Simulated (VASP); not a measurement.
# BeTe (F-43m) in VASP: a series of runs

The runs below take BeTe through band structure, with B3LYP, PBEsol, RPBE, revPBE.

Everything below comes from runs of VASP 6.6.1. Logs are shortened: lines on timing, memory, paths and dates and some standing lists are left out, and cuts for length are marked.

### Step 1. The structure

The structure is cubic, space group F-43m (No. 216). The conventional cell has a = 5.540 Å, b = 5.540 Å, c = 5.540 Å, α = 90.00°, β = 90.00°, γ = 90.00°. Te (site symmetry -43m) is surrounded by 4 Be at 2.40 Å. Be (site symmetry -43m) is surrounded by 4 Te at 2.40 Å.

### Step 2. Band structure, B3LYP

POSCAR

```
BeTe
1.0
    0.0000000000      2.7700000000      2.7700000000
    2.7700000000      0.0000000000      2.7700000000
    2.7700000000      2.7700000000      0.0000000000
Te Be
1 1
Direct
    0.7500000000      0.7500000000      0.7500000000
    0.0000000000      0.0000000000      0.0000000000
```

INCAR.step1

```
ALGO = Normal
EDIFF = 1E-5
ENCUT = 520
GGA = PE
ISIF = 2
ISMEAR = -1
LASPH = T
LCHARG = F
LREAL = F
LWAVE = T
NELM = 60
PREC = Accurate
SIGMA = 0.05
```

INCAR.step2

```
AEXX = 0.2
AGGAC = 0.81
AGGAX = 0.72
ALDAC = 0.19
ALGO = Normal
EDIFF = 1E-7
ENCUT = 520
GGA = B3
HFRCUT = -1
ISIF = 2
ISMEAR = -1
ISTART = 1
LASPH = T
LCHARG = F
LHFCALC = T
LREAL = F
LWAVE = F
NELM = 60
PREC = Accurate
PRECFOCK = Fast
SIGMA = 0.05
```

KPOINTS

```
k-points
0
Gamma
  4 4 4
```

KPOINTS_OPT

```
path GXWKGLUWLK,UX
12
line-mode
reciprocal
 0.0000000000  0.0000000000  0.0000000000  G
 0.5000000000  0.0000000000  0.5000000000  X

 0.5000000000  0.0000000000  0.5000000000  X
 0.5000000000  0.2500000000  0.7500000000  W

 0.5000000000  0.2500000000  0.7500000000  W
 0.3750000000  0.3750000000  0.7500000000  K

 0.3750000000  0.3750000000  0.7500000000  K
 0.0000000000  0.0000000000  0.0000000000  G

 0.0000000000  0.0000000000  0.0000000000  G
 0.5000000000  0.5000000000  0.5000000000  L

 0.5000000000  0.5000000000  0.5000000000  L
 0.6250000000  0.2500000000  0.6250000000  U

 0.6250000000  0.2500000000  0.6250000000  U
 0.5000000000  0.2500000000  0.7500000000  W

 0.5000000000  0.2500000000  0.7500000000  W
 0.5000000000  0.5000000000  0.5000000000  L

 0.5000000000  0.5000000000  0.5000000000  L
 0.3750000000  0.3750000000  0.7500000000  K

 0.6250000000  0.2500000000  0.6250000000  U
 0.5000000000  0.0000000000  0.5000000000  X
```

Potentials or basis: VASP PAW PBE potentials, release 64 (Te, Be).

Launch:

```console
> cat potpaw_PBE.64/Te/POTCAR potpaw_PBE.64/Be/POTCAR > POTCAR
> cp INCAR.step1 INCAR
> mpirun -np 1 vasp_std > vasp.out
> cp INCAR.step2 INCAR
> mpirun -np 1 vasp_std > vasp.out
```

OUTCAR:

```text
AEXX = 0.2
   EDIFF = 1E-7
   ENCUT = 520
   GGA = B3
   ISIF = 2
   ISMEAR = -1
   ISTART = 1
   LASPH = T
   LHFCALC = T
   LREAL = F
   NELM = 60
   PREC = Accurate
   PRECFOCK = Fast

 ion  position               nearest neighbor table
   1  0.750  0.750  0.750-   2 2.40   2 2.40   2 2.40   2 2.40
   2  0.000  0.000  0.000-   1 2.40   1 2.40   1 2.40   1 2.40

  LATTYP: Found a face centered cubic cell.
 ALAT       =     5.5400000000

  Lattice vectors:

 A1 = (   0.0000000000,   2.7700000000,   2.7700000000)
 A2 = (   2.7700000000,   0.0000000000,   2.7700000000)
 A3 = (   2.7700000000,   2.7700000000,   0.0000000000)

Analysis of symmetry for initial positions (statically):
=====================================================================
 Subroutine PRICEL returns:
 Original cell was already a primitive cell.

 Routine SETGRP: Setting up the symmetry group for a
 face centered cubic supercell.

 Subroutine GETGRP returns: Found 24 space group operations
 (whereof 24 operations were pure point group operations)
 out of a pool of 48 trial point group operations.

The static configuration has the point symmetry T_d .

Analysis of symmetry for dynamics (positions and initial velocities):
=====================================================================
 Subroutine PRICEL returns:
 Original cell was already a primitive cell.

 Routine SETGRP: Setting up the symmetry group for a
 face centered cubic supercell.

 Subroutine GETGRP returns: Found 24 space group operations
 (whereof 24 operations were pure point group operations)
 out of a pool of 48 trial point group operations.

The dynamic configuration has the point symmetry T_d .

 Subroutine INISYM returns: Found 24 space group operations
 (whereof 24 operations are pure point group operations),
 and found     1 'primitive' translations

----------------------------------------------------------------------------------------

                                     Primitive cell

  volume of cell :      42.5079

  direct lattice vectors                    reciprocal lattice vectors
     0.000000000  2.770000000  2.770000000    -0.180505415  0.180505415  0.180505415
     2.770000000  0.000000000  2.770000000     0.180505415 -0.180505415  0.180505415
     2.770000000  2.770000000  0.000000000     0.180505415  0.180505415 -0.180505415

  length of vectors
     3.917371568  3.917371568  3.917371568     0.312644550  0.312644550  0.312644550

  position of ions in fractional coordinates (direct lattice)
     0.750000000  0.750000000  0.750000000
     0.000000000  0.000000000  0.000000000

  ion indices of the primitive-cell ions
   primitive index   ion index
                 1           1
                 2           2

----------------------------------------------------------------------------------------

 KPOINTS: k-points

Automatic generation of k-mesh.
 Grid dimensions read from file:
 generate k-points for:    4    4    4

 Generating k-lattice:

  Cartesian coordinates                     Fractional coordinates (reciprocal lattice)
    -0.045126354  0.045126354  0.045126354     0.250000000  0.000000000  0.000000000
     0.045126354 -0.045126354  0.045126354     0.000000000  0.250000000  0.000000000
     0.045126354  0.045126354 -0.045126354     0.000000000  0.000000000  0.250000000

  Length of vectors
     0.078161138  0.078161138  0.078161138

  Shift w.r.t. Gamma in fractional coordinates (k-lattice)
     0.000000000  0.000000000  0.000000000

 Subroutine IBZKPT returns following result:
 ===========================================

 Found      8 irreducible k-points:

 Following reciprocal coordinates:
            Coordinates               Weight
  0.000000  0.000000  0.000000      1.000000
  0.250000  0.000000  0.000000      8.000000
  0.500000  0.000000  0.000000      4.000000
  0.250000  0.250000  0.000000      6.000000
  0.500000  0.250000  0.000000     24.000000
 -0.250000  0.250000  0.000000     12.000000
  0.500000  0.500000  0.000000      3.000000
 -0.250000  0.500000  0.250000      6.000000
   k-points           NKPTS =      8   k-points in BZ     NKDIM =     64   number of bands    NBANDS=      8
   number of dos      NEDOS =    301   number of ions     NIONS =      2
   total plane-waves  NPLWV =  27000
   dimension x,y,z NGX =    30 NGY =   30 NGZ =   30
   dimension x,y,z NGXF=    60 NGYF=   60 NGZF=   60
   ions per type =               1   1
   NGX,Y,Z   is equivalent  to a cutoff of  12.73, 12.73, 12.73 a.u.
   NGXF,Y,Z  is equivalent  to a cutoff of  25.46, 25.46, 25.46 a.u.
 SYSTEM =  unknown system
   PREC   = accura    normal or accurate (medium, high low for compatibility)
   ISTART =      1    job   : 0-new  1-cont  2-samecut
   ICHARG =      0    charge: 1-file 2-atom 10-const
   ISPIN  =      1    spin polarized calculation?
   LNONCOLLINEAR =      F non collinear calculations
   LSORBIT =      F    spin-orbit coupling
   LASPH  =      T    aspherical Exc in radial PAW
   ENCUT  =  520.0 eV  38.22 Ry    6.18 a.u.   7.28  7.28  7.28*2*pi/ulx,y,z
   NELM   =     60;   NELMIN=  2; NELMDL=  0     # of ELM steps
   EDIFF  = 0.1E-06   stopping-criterion for ELM
   LREAL  =      F    real-space projection
   EDIFFG = 0.1E-05   stopping-criterion for IOM
   NSW    =      0    number of steps for IOM
   IBRION =     -1    ionic relax: 0-MD 1-quasi-New 2-CG
   NFREE  =      0    steps in history (QN), initial steepest desc. (CG)
   ISIF   =      2    stress and relaxation
   ISYM   =      3    0-nonsym 1-usesym 2-fastsym
   POTIM  = 0.5000    time-step for ionic-motion
   TEBEG  =    0.0;   TEEND  =   0.0 temperature during run
   PSTRESS=    0.0 pullay stress
   NELECT =       8.0000    total number of electrons
   NUPDOWN=      -1.0000    fix difference up-down
   EMIN   =  10.00;   EMAX   =-10.00  energy-range for DOS
   EFERMI =   0.00;   METHOD = LEGACY
   ISMEAR =    -1;   SIGMA  =   0.05  broadening in eV -4-tet -1-fermi 0-gaus
   EFERMI_NEDOS =   21; number of points for ismear=-14 and -15
   IALGO  =     38    algorithm
   IMIX   =      1    mixing-type and parameters
     AMIX     =   0.40;   BMIX     =  1.00
     AMIX_MAG =   1.60;   BMIX_MAG =  1.00
  volume/ion in A,a.u.               =      21.25       143.43
  Fermi-wavevector in a.u.,A,eV,Ry     =   0.938170  1.772885 11.975354  0.880164
  Thomas-Fermi vector in A             =   2.065355
   LORBIT       =      0    0 simple, 1 ext, 2 COOP (PROOUT), +10 PAW based schemes
   GGA     = B3    functional components
   LHFCALC =     T    Hartree Fock is set to
   PRECFOCK=fast      Normal, Fast or Accurate (Low or Medium for compatibility)
   ENCUT4O =  -1.0   cutoff for four orbital integrals eV
   NKREDX  =     1    reduce k-point grid by
   NKREDY  =     1    reduce k-point grid by
   NKREDZ  =     1    reduce k-point grid by
   AEXX    =    0.2000 exact exchange contribution
   HFSCREEN=    0.0000 screening length (either q_TF or 0.3 A-1)
   HFSCREENC=   0.0000 screening length for correlation (either q_TF or 0.3 A-1)
   ENCUTFOCK=  -1.0 apply spherical cutoff to Coloumb kernel
   IVDW    =     0    specifies the selected vdW correction
   LEPSILON=     F    determine dielectric tensor
   LRPA    =     F    only Hartree local field effects (RPA)
 non-spin polarized calculation
  energy-cutoff  :      520.00
  volume of cell :       42.51
 maximum number of plane-waves:      1162
 NGX is ok and might be reduce to    30
  NGX = 18; NGY = 18; NGZ = 18

 number of electron       8.0000000 magnetization

 Free energy of the ion-electron system (eV)
  ---------------------------------------------------
  ext. energy  EPLUGINS =         0.00000000
  ---------------------------------------------------
  free energy    TOTEN  =        -8.01092468 eV

  energy without entropy =       -8.01092468  energy(sigma->0) =       -8.01092468

 E-fermi :   6.2512     XC(G=0):  -7.2886

 val. band max:        5.2146326597   @ k =   0.0000   0.0000   0.0000
 cond. band min:       8.4221629160   @ k =   0.5000   0.5000   0.0000
 fundamental gap:      3.2075302563
 Fermi energy:         6.2512219381

 k-point     1 :       0.0000    0.0000    0.0000
  band No.  band energies     occupation
      1      -8.3769      2.00000
      2       5.2146      2.00000
      3       5.2146      2.00000
      4       5.2146      2.00000
      5      10.1528      0.00000
      6      10.1528      0.00000
      7      10.1528      0.00000
      8      10.8088      0.00000

 k-point     2 :       0.2500    0.0000    0.0000
  band No.  band energies     occupation
      1      -7.7137      2.00000
      2       1.5271      2.00000
      3       4.4530      2.00000
      4       4.4530      2.00000
      5      10.0079      0.00000
      6      11.1226      0.00000
      7      11.1226      0.00000
      8      14.0602      0.00000

 k-point     3 :       0.5000    0.0000    0.0000
  band No.  band energies     occupation
      1      -6.7830      2.00000
      2      -1.0595      2.00000
      3       3.9197      2.00000
      4       3.9197      2.00000
      5       9.7751      0.00000
      6      11.2191      0.00000
      7      11.2191      0.00000
      8      14.7007      0.00000

 k-point     4 :       0.2500    0.2500    0.0000
  band No.  band energies     occupation
      1      -7.4887      2.00000
      2       2.0440      2.00000
      3       3.3131      2.00000
      4       3.3131      2.00000
      5       9.0798      0.00000
      6      11.0815      0.00000
      7      13.2990      0.00000
      8      13.2990      0.00000

 k-point     5 :       0.5000    0.2500    0.0000
  band No.  band energies     occupation
      1      -6.5271      2.00000
      2      -0.2505      2.00000
      3       1.8687      2.00000
      4       2.9197      2.00000
      5       9.4896      0.00000
      6      12.2839      0.00000
      7      13.4300      0.00000
      8      13.7193      0.00000

 k-point     6 :      -0.2500    0.2500    0.0000
  band No.  band energies     occupation
      1      -6.8665      2.00000
      2       0.3357      2.00000
      3       1.6550      2.00000
      4       3.8499      2.00000
      5      10.3768      0.00000
      6      12.2998      0.00000
      7      12.9798      0.00000
      8      13.5884      0.00000

 k-point     7 :       0.5000    0.5000    0.0000
  band No.  band energies     occupation
      1      -6.1928      2.00000
      2      -0.5802      2.00000
      3       2.2045      2.00000
      4       2.2045      2.00000
      5       8.4222      0.00000
      6       9.1461      0.00000
      7      16.9751      0.00000
      8      16.9751      0.00000

 k-point     8 :      -0.2500    0.5000    0.2500
  band No.  band energies     occupation
      1      -6.1430      2.00000
      2       0.0390      2.00000
      3       1.0441      2.00000
      4       1.6180      2.00000
      5      11.9738      0.00000
      6      12.1876      0.00000
      7      12.4032      0.00000
      8      13.1043      0.00000

------------------------ aborting loop because EDIFF is reached ----------------------------------------

  FORCE on cell =-STRESS in cart. coord.  units (eV):
  Direction    XX          YY          ZZ          XY          YZ          ZX
  --------------------------------------------------------------------------------------
  -------------------------------------------------------------------------------------
  Total        1.6516309      1.6516309      1.6516309     -0.0000000      0.0000000     -0.0000000
  in kB       62.2521393     62.2521393     62.2521393     -0.0000000      0.0000000     -0.0000000
  external PRESSURE =      62.2521393 kB  Pullay stress =       0.0000000 kB

 VOLUME and BASIS-vectors are now :
 -----------------------------------------------------------------------------
  energy-cutoff  :      520.00
  volume of cell :       42.51
      direct lattice vectors                 reciprocal lattice vectors
     0.000000000  2.770000000  2.770000000    -0.180505415  0.180505415  0.180505415
     2.770000000  0.000000000  2.770000000     0.180505415 -0.180505415  0.180505415
     2.770000000  2.770000000  0.000000000     0.180505415  0.180505415 -0.180505415

 POSITION                                       TOTAL-FORCE (eV/Angst)
 -----------------------------------------------------------------------------------
      4.15500      4.15500      4.15500         0.000000      0.000000      0.000000
      0.00000      0.00000      0.00000        -0.000000     -0.000000     -0.000000
 -----------------------------------------------------------------------------------
    total drift:                               -0.000000     -0.000000     -0.000000

  FREE ENERGIE OF THE ION-ELECTRON SYSTEM (eV)
  ---------------------------------------------------
  free  energy   TOTEN  =        -8.0109246758 eV

  energy  without entropy=       -8.0109246757  energy(sigma->0) =       -8.01092468
```

Wall time 5.5 min (1 thread of Intel Xeon 6975P-C (Granite Rapids), shared host); peak memory 0.19 GiB.

Results:

| Item | Value |
| --- | --- |
| Free energy | -8.0109 eV |
| Pressure | 6.2 GPa |
| Band gap on the k mesh | 3.21 eV, indirect (least direct gap 4.94 eV) |
| Band gap along the path | 3.21 eV, indirect (least direct gap 4.94 eV) |

Levels at the corners of the path, in eV from the valence-band top:
| point | band 1 | band 2 | band 3 | band 4 | band 5 | band 6 | band 7 | band 8 |
| --- | --- | --- | --- | --- | --- | --- | --- | --- |
| Γ | -13.59 | 0.00 | 0.00 | 0.00 | 4.94 | 4.94 | 4.94 | 5.59 |
| X | -11.41 | -5.79 | -3.01 | -3.01 | 3.21 | 3.93 | 11.76 | 11.76 |
| X | -11.41 | -5.79 | -3.01 | -3.01 | 3.21 | 3.93 | 11.76 | 11.76 |
| W | -11.36 | -5.18 | -4.17 | -3.60 | 6.76 | 6.97 | 7.19 | 7.89 |
| W | -11.36 | -5.18 | -4.17 | -3.60 | 6.76 | 6.97 | 7.19 | 7.89 |
| K | -11.42 | -5.38 | -4.38 | -2.54 | 3.99 | 6.77 | 9.71 | 10.12 |
| K | -11.42 | -5.38 | -4.38 | -2.54 | 3.99 | 6.77 | 9.71 | 10.12 |
| Γ | -13.59 | 0.00 | 0.00 | 0.00 | 4.94 | 4.94 | 4.94 | 5.59 |
| Γ | -13.59 | 0.00 | 0.00 | 0.00 | 4.94 | 4.94 | 4.94 | 5.59 |
| L | -12.00 | -6.27 | -1.29 | -1.29 | 4.56 | 6.00 | 6.00 | 9.49 |
| L | -12.00 | -6.27 | -1.29 | -1.29 | 4.56 | 6.00 | 6.00 | 9.49 |
| U | -11.42 | -5.38 | -4.38 | -2.54 | 3.99 | 6.77 | 9.71 | 10.12 |
| U | -11.42 | -5.38 | -4.38 | -2.54 | 3.99 | 6.77 | 9.71 | 10.12 |
| W | -11.36 | -5.18 | -4.17 | -3.60 | 6.76 | 6.97 | 7.19 | 7.89 |
| W | -11.36 | -5.18 | -4.17 | -3.60 | 6.76 | 6.97 | 7.19 | 7.89 |
| L | -12.00 | -6.27 | -1.29 | -1.29 | 4.56 | 6.00 | 6.00 | 9.49 |
| L | -12.00 | -6.27 | -1.29 | -1.29 | 4.56 | 6.00 | 6.00 | 9.49 |
| K | -11.42 | -5.38 | -4.38 | -2.54 | 3.99 | 6.77 | 9.71 | 10.12 |
| U | -11.42 | -5.38 | -4.38 | -2.54 | 3.99 | 6.77 | 9.71 | 10.12 |
| X | -11.41 | -5.79 | -3.01 | -3.01 | 3.21 | 3.93 | 11.76 | 11.76 |

Caveat: the k mesh is coarse (spacing up to 0.49 Å⁻¹), so the values aren't converged, least of all with exact exchange; the PAW data sets were made with another functional, which shifts forces and pressure a little; spin-orbit coupling is left out, which moves the levels of the heavy elements.

### Step 3. Band structure, PBEsol, spin-orbit coupling, no magnetisation

INCAR

```
SYSTEM = BeTe
  ALGO = Normal
  EDIFF = 1E-6
  ENCUT = 520
  GGA = PS
  GGA_COMPAT = .FALSE.
  ISIF = 2
  ISMEAR = -1
  LASPH = .TRUE.
  LCHARG = .FALSE.
  LORBIT = 11
  LREAL = .FALSE.
  LSORBIT = .TRUE.
  LWAVE = .FALSE.
  MAGMOM = 0 0 0 0 0 0
  NELM = 100
  PREC = Accurate
  SIGMA = 0.05
```

KPOINTS

```
k-points
0
G
  6 6 6
  0 0 0
```

POSCAR is that of step 2.

KPOINTS_OPT, as its differences from that of step 2:

```diff
@@ -1,3 +1,3 @@
 path GXWKGLUWLK,UX
-12
+20
 line-mode
```

Potentials or basis: VASP PAW PBE potentials, release 64 (Te, Be).

Launch:

```console
> cat potpaw_PBE.64/Te/POTCAR potpaw_PBE.64/Be/POTCAR > POTCAR
> mpirun -np 1 vasp_ncl > vasp.out
```

It took 100 s on 1 thread of AMD EPYC 9R45 (Zen 5), shared host; peak memory 0.25 GiB.

Results (log left out):

| Property | Result |
| --- | --- |
| Free energy | -8.2815 eV |
| Pressure | 2.6 GPa |
| Valence electrons inside the program's atomic spheres | Te 3.53; Be 0.99 |

Caveat: the PAW data sets were made with another functional, which shifts forces and pressure a little.

(Part 1 of 2 ends here.)
